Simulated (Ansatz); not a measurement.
The cell is built from the rutile type as a first guess.

A run of Ansatz 0.2.0 printed the following.

```
Engine: ansatz 0.2.0
Pseudopotentials: kind: paw
Pseudopotential: Mo, paw, valence charge 14, recommended cutoff 420 eV (normal)
Pseudopotential: S, paw, valence charge 6, recommended cutoff 420 eV (normal)
Functional definition: PBE
  parameter kappa = 0.804
  parameter beta = 0.06672455060314922
  exchange = pbe_x(kappa = kappa, mu = beta*pi^2/3)
  correlation = pbe_c(beta = beta)
Crystal: 6 atoms, lattice volume = 109.504 Å³
Basis set: ecut = 420 eV, 2129 PW (Γ), exchange–correlation on 80×80×50 points (8 copies of the dense FFT grid, shifted against one another)
Bands: 32, of which v1, the nominal top of the filled ones, is band 26 counted from 1 (25 counted from 0)
Symmetry: 16 space group operations
Space group: P42/mnm (ITA 136), of the structure as read, at distance tolerance 4.8e-5 Å
k-points: 60 of 360
Non-local potential: Mo, projectors of the file, l = 0: 3, l = 1: 2, l = 2: 2, l = 3: 1
Non-local potential: S, projectors of the file, l = 0: 2, l = 1: 2, l = 2: 2
PAW form: soft (Blöchl's): semilocal exchange-correlation on the pseudo side does not see the compensation charge
PAW one-centre angular grid: Mo, 590 points (default); XC on 64 Gauss nodes
PAW one-centre angular grid: S, 110 points (default); XC on 64 Gauss nodes
Initial density: superposition of atomic densities (neutral atoms: chi_scale 0, normalization atom), corrected by the library's trained network
Initial wavefunctions: pseudopotential atomic-orbital guess
Functional: x = pbe(κ = 0.804, μ = 0.2195149727645171), c = pbe(β = 0.06672455060314922)
SCF iter   1: F=—  HF=-13522.276103 eV  |F-HF|=—  |Δ(HF+E_count)|=         —  Δρ=7.19e-3  dr2=5.33e-2  ethr=1.77e-3  ⟨swp⟩=6.9  Hψ=8331  notcnv=0
preconditioner: auto → Kerker (q_TF=auto, 2.410 Å⁻¹)  [metal: Δε(μ)=0.025 eV  Ē_g=7.167 eV  σ=0.030 eV  W_gap=0.21  n_scr=30 (ndim 8)  ℏωp=21.3 eV  f_vac=0.000  D(μ)=6.53/eV (n_scr^D=66)]
SCF iter   2: F=—  HF=-13522.269438 eV  |F-HF|=—  |Δ(HF+E_count)|=   6.66e-3  Δρ=2.78e-3  dr2=8.32e-3  ethr=1.02e-4  ⟨swp⟩=1.9  Hψ=2851  notcnv=0  defer=2
SCF iter   3: F=—  HF=-13522.269571 eV  |F-HF|=—  |Δ(HF+E_count)|=   1.33e-4  Δρ=5.69e-4  dr2=1.78e-4  ethr=1.60e-5  ⟨swp⟩=2.4  Hψ=3017  notcnv=0  defer=3
SCF iter   4: F=—  HF=-13522.269757 eV  |F-HF|=—  |Δ(HF+E_count)|=   1.85e-4  Δρ=8.78e-5  dr2=5.80e-6  ethr=3.43e-7  ⟨swp⟩=2.1  Hψ=3038  notcnv=0  defer=3
SCF iter   5: F=—  HF=-13522.269841 eV  |F-HF|=—  |Δ(HF+E_count)|=   8.45e-5  Δρ=2.53e-5  dr2=5.36e-7  ethr=1.12e-8  ⟨swp⟩=2.0  Hψ=3271  notcnv=0  defer=3
SCF iter   6: F=-13522.269842 eV  HF=-13522.269842 eV  |F-HF|=1.26e-8  |Δ(HF+E_count)|=   7.11e-7  Δρ=5.54e-6  dr2=3.27e-8  ethr=1.92e-10  ⟨swp⟩=4.0  Hψ=6459  notcnv=0
SCF 1 converged in 6 iterations: F = -13522.269842 eV  dr2 = 3.27e-8
  greatest PAW one-centre occupation: 0.998 electrons in one spin orbital (limit 2), on the Mo atom at site 1 (counted from 0), in its partial waves of l = 0
relax step   1: F+E_penalty+E_count = -13522.26984168 eV  Δ(F+E_penalty+E_count) = +0.000e0 eV  max|allowed force component| = 6.389e-1 eV/Å  Δτ_max = 0.0000 Å  P = +6.787 GPa  Ω = 109.504 Å³  (6 SCF iters, dr2 threshold 1.00e-7 eV, accepted)
Crystal: 6 atoms, lattice volume = 114.584 Å³
Basis set: ecut = 420 eV, 2223 PW (Γ), exchange–correlation on 80×80×50 points (8 copies of the dense FFT grid, shifted against one another)
Initial density: handed on by an earlier stage of this run
Initial wavefunctions: those handed on with the density
iter 1 solved again at ethr=9.92e-5 eV; its pass at ethr=3.10e-3 eV (dr2=5.16e-2 eV) is discarded
SCF iter   1: F=—  HF=-13523.001939 eV  |F-HF|=—  |Δ(HF+E_count)|=         —  Δρ=8.84e-3  dr2=5.08e-2  ethr=9.92e-5  ⟨swp⟩=1.3  Hψ=11953  notcnv=0
preconditioner: auto → Kerker (q_TF=auto, 2.392 Å⁻¹)  [metal: Δε(μ)=0.016 eV  Ē_g=6.952 eV  σ=0.030 eV  W_gap=0.13  n_scr=30 (ndim 8)  ℏωp=20.8 eV  f_vac=0.008  D(μ)=3.76/eV (n_scr^D=30)]
SCF iter   2: F=—  HF=-13522.999357 eV  |F-HF|=—  |Δ(HF+E_count)|=   2.58e-3  Δρ=5.19e-3  dr2=1.82e-2  ethr=9.77e-5  ⟨swp⟩=1.5  Hψ=1976  notcnv=0
SCF iter   3: F=—  HF=-13522.998568 eV  |F-HF|=—  |Δ(HF+E_count)|=   7.88e-4  Δρ=5.10e-4  dr2=3.91e-4  ethr=3.50e-5  ⟨swp⟩=3.0  Hψ=3335  notcnv=0
SCF iter   4: F=—  HF=-13522.998632 eV  |F-HF|=—  |Δ(HF+E_count)|=   6.35e-5  Δρ=1.78e-4  dr2=5.42e-5  ethr=7.52e-7  ⟨swp⟩=2.4  Hψ=3408  notcnv=0
SCF iter   5: F=—  HF=-13522.998666 eV  |F-HF|=—  |Δ(HF+E_count)|=   3.40e-5  Δρ=5.03e-5  dr2=5.48e-6  ethr=1.04e-7  ⟨swp⟩=2.1  Hψ=2846  notcnv=0
SCF iter   6: F=-13522.998670 eV  HF=-13522.998669 eV  |F-HF|=2.33e-7  |Δ(HF+E_count)|=   3.47e-6  Δρ=1.47e-5  dr2=3.96e-7  ethr=1.15e-9  ⟨swp⟩=5.0  Hψ=7150  notcnv=0
SCF 2 converged in 6 iterations: F = -13522.998670 eV  dr2 = 3.96e-7
  greatest PAW one-centre occupation: 0.998 electrons in one spin orbital (limit 2), on the Mo atom at site 0 (counted from 0), in its partial waves of l = 0
relax step   2: F+E_penalty+E_count = -13522.99866953 eV  Δ(F+E_penalty+E_count) = -7.288e-1 eV  max|allowed force component| = 2.998e-2 eV/Å  Δτ_max = 0.0933 Å  P = -1.912 GPa  Ω = 114.584 Å³  energy of the carried Pulay correction = -5.646e-4 eV  (6 SCF iters, dr2 threshold 6.00e-7 eV, accepted)
Crystal: 6 atoms, lattice volume = 112.281 Å³
Basis set: ecut = 420 eV, 2191 PW (Γ), exchange–correlation on 80×80×50 points (8 copies of the dense FFT grid, shifted against one another)
iter 1 solved again at ethr=4.15e-5 eV; its pass at ethr=3.10e-3 eV (dr2=2.16e-2 eV) is discarded
SCF iter   1: F=—  HF=-13523.180254 eV  |F-HF|=—  |Δ(HF+E_count)|=         —  Δρ=4.90e-3  dr2=2.19e-2  ethr=4.15e-5  ⟨swp⟩=1.7  Hψ=11815  notcnv=0
preconditioner: auto → Kerker (q_TF=auto, 2.400 Å⁻¹)  [metal: Δε(μ)=0.006 eV  Ē_g=7.048 eV  σ=0.030 eV  W_gap=0.05  n_scr=22 (ndim 8)  ℏωp=21.0 eV  f_vac=0.009  D(μ)=5.65/eV (n_scr^D=46)]
SCF iter   2: F=—  HF=-13523.178418 eV  |F-HF|=—  |Δ(HF+E_count)|=   1.84e-3  Δρ=2.63e-3  dr2=6.54e-3  ethr=4.15e-5  ⟨swp⟩=1.0  Hψ=1920  notcnv=0
SCF iter   3: F=—  HF=-13523.178022 eV  |F-HF|=—  |Δ(HF+E_count)|=   3.96e-4  Δρ=3.68e-4  dr2=1.99e-4  ethr=1.26e-5  ⟨swp⟩=2.4  Hψ=2887  notcnv=0
SCF iter   4: F=—  HF=-13523.177811 eV  |F-HF|=—  |Δ(HF+E_count)|=   2.12e-4  Δρ=1.01e-4  dr2=2.24e-5  ethr=3.82e-7  ⟨swp⟩=2.2  Hψ=3243  notcnv=0
SCF iter   5: F=—  HF=-13523.177818 eV  |F-HF|=—  |Δ(HF+E_count)|=   7.01e-6  Δρ=3.83e-5  dr2=3.40e-6  ethr=4.31e-8  ⟨swp⟩=2.7  Hψ=3006  notcnv=0
SCF iter   6: F=-13523.177820 eV  HF=-13523.177820 eV  |F-HF|=2.10e-7  |Δ(HF+E_count)|=   2.71e-6  Δρ=9.99e-6  dr2=1.24e-7  ethr=1.15e-9  ⟨swp⟩=5.0  Hψ=6906  notcnv=0
SCF 3 converged in 6 iterations: F = -13523.177820 eV  dr2 = 1.24e-7
relax step   3: F+E_penalty+E_count = -13523.17782045 eV  Δ(F+E_penalty+E_count) = -1.792e-1 eV  max|allowed force component| = 1.029e-1 eV/Å  Δτ_max = 0.0459 Å  P = -0.773 GPa  Ω = 112.281 Å³  energy of the carried Pulay correction = -3.118e-4 eV  (6 SCF iters, dr2 threshold 6.00e-7 eV, accepted)
Crystal: 6 atoms, lattice volume = 111.769 Å³
iter 1 solved again at ethr=7.45e-6 eV; its pass at ethr=3.10e-3 eV (dr2=3.87e-3 eV) is discarded
SCF iter   1: F=—  HF=-13523.187891 eV  |F-HF|=—  |Δ(HF+E_count)|=         —  Δρ=1.57e-3  dr2=4.45e-3  ethr=7.45e-6  ⟨swp⟩=2.1  Hψ=10272  notcnv=0
preconditioner: auto → Kerker (q_TF=auto, 2.402 Å⁻¹)  [metal: Δε(μ)=0.017 eV  Ē_g=7.094 eV  σ=0.030 eV  W_gap=0.14  n_scr=30 (ndim 8)  ℏωp=21.1 eV  f_vac=0.010  D(μ)=5.27/eV (n_scr^D=46)]
SCF iter   2: F=—  HF=-13523.186956 eV  |F-HF|=—  |Δ(HF+E_count)|=   9.35e-4  Δρ=8.55e-4  dr2=1.43e-3  ethr=7.45e-6  ⟨swp⟩=1.7  Hψ=2514  notcnv=0
SCF iter   3: F=—  HF=-13523.186541 eV  |F-HF|=—  |Δ(HF+E_count)|=   4.15e-4  Δρ=1.44e-4  dr2=2.61e-5  ethr=2.75e-6  ⟨swp⟩=2.0  Hψ=2724  notcnv=0
SCF iter   4: F=—  HF=-13523.186330 eV  |F-HF|=—  |Δ(HF+E_count)|=   2.11e-4  Δρ=3.44e-5  dr2=2.97e-6  ethr=5.01e-8  ⟨swp⟩=2.6  Hψ=3319  notcnv=0
iter 5 did not close the SCF: its close was put off for the readings that it lacked (scf_convergence_deferred on its scf_iter line)
SCF iter   5: F=-13523.186331 eV  HF=-13523.186331 eV  |F-HF|=2.78e-7  |Δ(HF+E_count)|=   8.80e-7  Δρ=1.38e-5  dr2=4.37e-7  ethr=5.71e-9  ⟨swp⟩=2.6  Hψ=2950  notcnv=0
SCF iter   6: F=-13523.186331 eV  HF=-13523.186331 eV  |F-HF|=2.25e-8  |Δ(HF+E_count)|=   3.42e-7  Δρ=3.72e-6  dr2=1.96e-8  ethr=8.40e-10  ⟨swp⟩=2.1  Hψ=6710  notcnv=0
SCF 4 converged in 6 iterations: F = -13523.186331 eV  dr2 = 1.96e-8
relax step   4: F+E_penalty+E_count = -13523.18633116 eV  Δ(F+E_penalty+E_count) = -8.511e-3 eV  max|allowed force component| = 6.708e-2 eV/Å  Δτ_max = 0.0089 Å  P = +0.016 GPa  Ω = 111.769 Å³  energy of the carried Pulay correction = -2.549e-4 eV  (6 SCF iters, dr2 threshold 6.00e-7 eV, accepted)
Crystal: 6 atoms, lattice volume = 111.537 Å³
iter 1 solved again at ethr=1.03e-6 eV; its pass at ethr=3.10e-3 eV (dr2=5.35e-4 eV) is discarded
SCF iter   1: F=—  HF=-13523.189170 eV  |F-HF|=—  |Δ(HF+E_count)|=         —  Δρ=7.92e-4  dr2=3.68e-4  ethr=1.03e-6  ⟨swp⟩=3.0  Hψ=10899  notcnv=0
preconditioner: auto → LDOS  [metal: Δε(μ)=0.016 eV  Ē_g=7.101 eV  σ=0.030 eV  W_gap=0.13  n_scr=30 (ndim 8)  ℏωp=21.1 eV  f_vac=0.011  D(μ)=4.80/eV (n_scr^D=38)  β→1.0]
SCF iter   2: F=—  HF=-13523.189158 eV  |F-HF|=—  |Δ(HF+E_count)|=   1.14e-5  Δρ=2.54e-4  dr2=7.01e-5  ethr=7.08e-7  ⟨swp⟩=2.0  Hψ=2981  notcnv=0
SCF iter   3: F=—  HF=-13523.188944 eV  |F-HF|=—  |Δ(HF+E_count)|=   2.14e-4  Δρ=7.11e-5  dr2=5.43e-6  ethr=1.35e-7  ⟨swp⟩=2.0  Hψ=2989  notcnv=0
SCF iter   4: F=-13523.188943 eV  HF=-13523.188943 eV  |F-HF|=1.77e-8  |Δ(HF+E_count)|=   1.47e-6  Δρ=1.23e-5  dr2=1.23e-7  ethr=5.41e-10  ⟨swp⟩=3.5  Hψ=7868  notcnv=0
SCF 5 converged in 4 iterations: F = -13523.188943 eV  dr2 = 1.23e-7
relax step   5: F+E_penalty+E_count = -13523.18894259 eV  Δ(F+E_penalty+E_count) = -2.611e-3 eV  max|allowed force component| = 1.038e-3 eV/Å  Δτ_max = 0.0099 Å  P = -0.027 GPa  Ω = 111.537 Å³  energy of the carried Pulay correction = -2.290e-4 eV  (4 SCF iters, dr2 threshold 2.81e-7 eV, accepted)
Crystal: 6 atoms, lattice volume = 111.530 Å³
iter 1 solved again at ethr=3.86e-9 eV; its pass at ethr=3.10e-3 eV (dr2=2.01e-6 eV) is discarded
SCF iter   1: F=—  HF=-13523.189154 eV  |F-HF|=—  |Δ(HF+E_count)|=         —  Δρ=4.61e-5  dr2=1.70e-6  ethr=3.86e-9  ⟨swp⟩=3.0  Hψ=10668  notcnv=0
preconditioner: auto → LDOS  [metal: Δε(μ)=0.018 eV  Ē_g=7.102 eV  σ=0.030 eV  W_gap=0.15  n_scr=30 (ndim 8)  ℏωp=21.1 eV  f_vac=0.011  D(μ)=4.80/eV (n_scr^D=38)  β→1.0]
SCF iter   2: F=—  HF=-13523.188957 eV  |F-HF|=—  |Δ(HF+E_count)|=   1.97e-4  Δρ=1.98e-5  dr2=4.37e-7  ethr=3.27e-9  ⟨swp⟩=2.1  Hψ=3414  notcnv=0
SCF iter   3: F=—  HF=-13523.188957 eV  |F-HF|=—  |Δ(HF+E_count)|=   1.52e-7  Δρ=4.10e-6  dr2=2.11e-8  ethr=8.40e-10  ⟨swp⟩=2.0  Hψ=3012  notcnv=0
SCF iter   4: F=-13523.188957 eV  HF=-13523.188957 eV  |F-HF|=1.20e-9  |Δ(HF+E_count)|=   4.49e-9  Δρ=1.07e-6  dr2=1.73e-9  ethr=1.29e-11  ⟨swp⟩=4.2  Hψ=6421  notcnv=0
SCF 6 converged in 4 iterations: F = -13523.188957 eV  dr2 = 1.73e-9
relax step   6: F+E_penalty+E_count = -13523.18895688 eV  Δ(F+E_penalty+E_count) = -1.429e-5 eV  max|allowed force component| = 1.014e-4 eV/Å  Δτ_max = 0.0004 Å  P = -0.005 GPa  Ω = 111.530 Å³  energy of the carried Pulay correction = -2.283e-4 eV  (4 SCF iters, dr2 threshold 6.73e-9 eV, accepted)
Basis set: ecut = 420 eV, 2191 PW (Γ), exchange–correlation on 80×80×48 points (8 copies of the dense FFT grid, shifted against one another)
Initial wavefunctions: pseudopotential atomic-orbital guess (no wavefunctions were taken with the density)
iter 1 solved again at ethr=2.29e-7 eV; its pass at ethr=3.10e-3 eV (dr2=1.19e-4 eV) is discarded
SCF iter   1: F=—  HF=-13523.190103 eV  |F-HF|=—  |Δ(HF+E_count)|=         —  Δρ=1.78e-4  dr2=2.97e-6  ethr=2.29e-7  ⟨swp⟩=3.2  Hψ=13382  notcnv=0
preconditioner: auto → LDOS  [metal: Δε(μ)=0.018 eV  Ē_g=7.101 eV  σ=0.030 eV  W_gap=0.15  n_scr=30 (ndim 8)  ℏωp=21.1 eV  f_vac=0.011  D(μ)=4.81/eV (n_scr^D=38)  β→1.0]
SCF iter   2: F=—  HF=-13523.190160 eV  |F-HF|=—  |Δ(HF+E_count)|=   5.62e-5  Δρ=2.20e-5  dr2=2.95e-7  ethr=5.71e-9  ⟨swp⟩=2.0  Hψ=3456  notcnv=0
SCF iter   3: F=—  HF=-13523.190160 eV  |F-HF|=—  |Δ(HF+E_count)|=   9.29e-8  Δρ=7.79e-6  dr2=5.49e-8  ethr=5.67e-10  ⟨swp⟩=2.0  Hψ=3437  notcnv=0
SCF iter   4: F=—  HF=-13523.190160 eV  |F-HF|=—  |Δ(HF+E_count)|=   5.43e-9  Δρ=1.49e-6  dr2=1.26e-9  ethr=1.06e-10  ⟨swp⟩=2.4  Hψ=3127  notcnv=0
SCF iter   5: F=-13523.190160 eV  HF=-13523.190160 eV  |F-HF|=7.28e-12  |Δ(HF+E_count)|=  8.37e-11  Δρ=2.11e-7  dr2=3.15e-11  ethr=1.00e-12  ⟨swp⟩=3.2  Hψ=8344  notcnv=0
SCF 7 converged in 5 iterations: F = -13523.190160 eV  dr2 = 3.15e-11
relax step   7: F+E_penalty+E_count = -13523.19015951 eV  Δ(F+E_penalty+E_count) = -1.203e-3 eV  max|allowed force component| = 8.005e-5 eV/Å  Δτ_max = 0.0000 Å  P = +0.011 GPa  Ω = 111.530 Å³  stress off target by 2.34e-2 GPa  SCF on the basis re-selected at this cell (its energy is not comparable with the rows above)  (5 SCF iters)
basis re-selected at this cell: Δ(F+E_penalty+E_count) = -1.203e-3 eV, ΔP = +0.016 GPa vs the last step (what re-selecting the basis moved, of the pressure what is left beyond the Pulay correction that the steps carried, after the strain that the cell walked since its last selection, with what the two solves' SCF thresholds leave and, on support functions, any second-order correction that the steps lacked; it is no measure of the basis error at this ecutwfc). The dense FFT grid was sized anew with the basis: this SCF ran on 40×40×24 points, the steps before it on 40×40×25, so part of this shift can come from that change (see relax.cell in the input reference). This SCF's stress stands 2.34e-2 GPa from its target on what of the cell is left free (relax.cell.stress_tol is 5.00e-2 GPa) and its largest allowed force component is 8.00e-5 eV/Å (relax.f_tol is 5.00e-3 eV/Å): within both
SCF converged after 5 iterations
Free energy (F): -13523.190160 eV
Harris-Foulkes:  -13523.190160 eV  (|F-HF|=7.28e-12)
Internal energy: -13523.176180 eV  (E = F + TS)
E sigma→0 (E₀):  -13523.183170 eV
Entropy (-TS):   -0.013980 eV (-2.330 meV/atom)
Fermi energy:    10.165884 eV
--- Per-component energies (eV) ---
  E_band       = -343.735715
  E_kinetic    = 1310.273538
  E_local      = -3277.896532  (includes V_loc(G=0)·N_el)
  E_nonlocal   = 397.730496
  E_hartree    = 1170.026481
  E_xc         = -754.727719
  E_vxc        = -807.040125  (∫ρ·V_xc dr)
  E_paw        = -8803.271369  (= ΣΔE_a)
  E_vpaw       = -306.856277  (= ΣTr[D̂ρ^β])
  E_aug_tail   = 0.000081  (compensation charges beyond the density's cutoff)
  E_ewald      = -3565.311155
  E_smearing   = -0.013980  (= −TS)
  E_closure    = 0.000000  (closes the sum)
  Σ components = -13523.190160   (vs F -13523.190160, Δ=0.00e0)
--- Forces (eV/Å), atoms counted from 1 ---
  atom   1  Mo     0.00000000     0.00000000     0.00000000
  atom   2  Mo     0.00000000     0.00000000     0.00000000
  atom   3  S      0.00008005     0.00008005     0.00000000
  atom   4  S     -0.00008005    -0.00008005     0.00000000
  atom   5  S      0.00008005    -0.00008005     0.00000000
  atom   6  S     -0.00008005     0.00008005     0.00000000
  max |Σ_I F_I| component: 8.67e-19 eV/Å
--- Stress (GPa, compression-positive) ---
        0.023376       0.000000       0.000000
        0.000000       0.023376       0.000000
        0.000000       0.000000      -0.013009
  P = ⅓ Tr σ = 0.0112 GPa (0.112 kbar)
--- Relaxed structure (6 steps of the walk, 6 accepted, 1 SCFs on fresh bases) ---
  F+E_penalty+E_count = -13523.19015951 eV   max|allowed force component| = 8.005e-5 eV/Å   (the final SCF, on the basis selected at the relaxed cell)
  cell:  # Å, volume = 111.5301 Å³
    - [5.874216268430978, -5.4194921490809286e-33, 0.0]
    - [-1.880231970089302e-33, 5.874216268430978, 0.0]
    - [0.0, 0.0, 3.2321566456489603]
  atoms:
    - { symbol: Mo, position: [-1.6606882361652486e-18, -1.6442457783818198e-21, 0.0] }
    - { symbol: Mo, position: [0.5, 0.5, 0.5] }
    - { symbol: S, position: [0.28700854153967303, 0.28700854153967303, 0.0] }
    - { symbol: S, position: [0.7129914584603269, 0.7129914584603269, 0.0] }
    - { symbol: S, position: [0.7870085415396733, 0.2129914584603269, 0.5] }
    - { symbol: S, position: [0.2129914584603269, 0.7870085415396733, 0.5] }
```

The cell and starting positions:

```
CELL_PARAMETERS angstrom
5.49493 0.00000 0.00000
0.00000 5.49493 0.00000
0.00000 0.00000 3.62665
ATOMIC_POSITIONS crystal
Mo 0.00000 0.00000 0.00000
Mo 0.50000 0.50000 0.50000
S 0.30500 0.30500 0.00000
S 0.69500 0.69500 0.00000
S 0.80500 0.19500 0.50000
S 0.19500 0.80500 0.50000
```

Parts of the input that the log doesn't repeat:

```yaml
output:
  forces: true
  stress: true
```

Question: Write the input that produced this log.

Answer: 
```yaml
crystal:
  lattice:
    - [5.4949316111, 0.0, 0.0]
    - [0.0, 5.4949316111, 0.0]
    - [0.0, 0.0, 3.6266548633]
  atoms:
    - { symbol: Mo, position: [0.0, 0.0, 0.0] }
    - { symbol: Mo, position: [0.5, 0.5, 0.5] }
    - { symbol: S, position: [0.305, 0.305, 0.0] }
    - { symbol: S, position: [0.695, 0.695, 0.0] }
    - { symbol: S, position: [0.805, 0.195, 0.5] }
    - { symbol: S, position: [0.195, 0.805, 0.5] }
kpoints:
  mp_grid: { grid: [6, 6, 10] }
scf:
  occupations: { method: fermi_dirac, width: 0.03 }
hamiltonian:
  xc: pbe
  pseudopotentials: { kind: paw }
output:
  forces: true
  stress: true
relax:
  f_tol: 0.005
  max_steps: 80
  cell: {}
```
This is the input that was run; digits and keys that the log doesn't show could differ in an equivalent one.
